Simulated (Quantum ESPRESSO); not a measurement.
## CaF2 (Fluorite) under changes of volume

One of the cells (13.579 Å³/atom); the others are scaled copies at fixed shape and fractional positions:

```
CELL_PARAMETERS angstrom
0.00000 2.73100 2.73100
2.73100 0.00000 2.73100
2.73100 2.73100 0.00000
ATOMIC_POSITIONS crystal
Ca 0.00000 0.00000 0.00000
F 0.75000 0.75000 0.75000
F 0.25000 0.25000 0.25000
```

```yaml
Program: Quantum ESPRESSO 7.5
Functional: PBE
Potentials_or_basis: SSSP 1.3 efficiency PBE
Cutoff: 748 eV
Density_cutoff: 5987 eV
k_mesh: 8 × 8 × 8
Occupations: fermi-dirac, width 0.05 eV
Spin: no spin polarisation
```

```tsv
volume (Å³/atom)	energy over the lowest point (meV/atom)	pressure (GPa)	gap on the mesh (eV)
12.764	28.00	8.3	7.67
13.036	15.86	6.0	7.54
13.308	7.39	4.0	7.41
13.579	?	?	?
13.851	0.00	0.5	7.17
14.122	0.44	-1.0	7.06
14.394	3.27	-2.3	6.95
```

Problem. What does the run at 13.579 Å³/atom give?

Solution. Energy over the lowest point 2.22 meV/atom; pressure 2.1 GPa; gap on the mesh 7.29 eV.

Worked out: A Birch-Murnaghan fit of order 3 (a polynomial in V^(-2/3)) to the other rows has its minimum at 13.94 Å³/atom with B0 = V·E''(V) = 78 GPa and B' = 4.4. It gives 2.23 meV/atom at 13.579 Å³/atom, against the run's 2.22, and -dE/dV = 2.2 GPa, against 2.1. A straight line through the other rows of the gap, of slope -6 eV per unit of ln V, gives 7.29 eV, against the run's 7.29.

Energies are extrapolated to zero smearing.

A mesh can miss the band edges.
